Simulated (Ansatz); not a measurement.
## ZrS2, space group P-3m1: a convergence test of the k-point mesh, step by step

Computed with Ansatz 0.2.0 through its Python package.

Run as a notebook:

In [1]:
```python
import ansatz
```

In [2]:
```python
config = {
    "functional": "pbe",
    "ecut": 550,
    "smearing": "fixed",
}
```

In [3]:
```python
lattice = ansatz.Lattice.of(
    [3.691383, 0.0, 0.0],
    [-1.845691, 3.196831, 0.0],
    [0.0, 0.0, 6.041077],
)
sites = [
    ("Zr", [0.0, 0.0, 0.0]),
    ("S", [2 / 3, 1 / 3, 0.76209]),
    ("S", [1 / 3, 2 / 3, 0.23791]),
]
zrs2 = ansatz.Crystal(lattice=lattice)
for symbol, position in sites:
    zrs2 = zrs2.atom(symbol, position)
```

In [4]:
```python
zrs2.resolved().tree()["lattice"]
```
Out [4]:
```text
((3.691383, 0.0, 0.0), (-1.845691, 3.196831, 0.0), (0.0, 0.0, 6.041077))
```

In [5]:
```python
job = (
    zrs2.calculation()
    .functional(config["functional"])
    .basis(config["ecut"])
    .occupations(config["smearing"])
)

rows = []
for value in [(3, 3, 2), (6, 6, 4), (12, 12, 4), (12, 12, 6)]:
    r = job.kpoints(*value).run().report
    rows.append((value, r["free_energy_ev"] / len(r["lattice"]["sites"]), r["n_iterations"], r["n_kpoints"]))

print("        mesh   F/atom (eV)    iterations      k-points")
for row in rows:
    print(f"{str(row[0]):>12s}  {row[1]:12.5f}  {row[2]:12d}  {row[3]:12d}")
```
```text
        mesh   F/atom (eV)    iterations      k-points
   (3, 3, 2)   -1997.49173             6             6
   (6, 6, 4)   -1997.54331             6            24
 (12, 12, 4)   -1997.54615             6            69
 (12, 12, 6)   -1997.54616             6           100
```

In [6]:
```python
# the last row is the reference
for row in rows[:-1]:
    shift = 1000 * (row[1] - rows[-1][1])
    print(f"{row[0]}: {shift:+.2f} meV/atom" + ("  (within 1 meV)" if abs(shift) < 1 else ""))
```
```text
(3, 3, 2): +54.43 meV/atom
(6, 6, 4): +2.86 meV/atom
(12, 12, 4): +0.01 meV/atom  (within 1 meV)
```

From 12×12×4 on it stays within 1 meV an atom of the value at 12×12×6; the first row (3×3×2) is off by 54.4 meV and the last but one by 0.01 meV. That rests on few rows after larger swings, so the series isn't shown to be converged.

What to keep in mind:
- Spin is left out of this run.
- The structure comes from a database of computed cells and needn't be a stable or known phase.
- Shifts are counted from the finest mesh, which is itself no proven limit.
- Hardware and time: 13 s on 1 thread of Arm Neoverse V2 (shared host), peak memory 0.47 GiB.
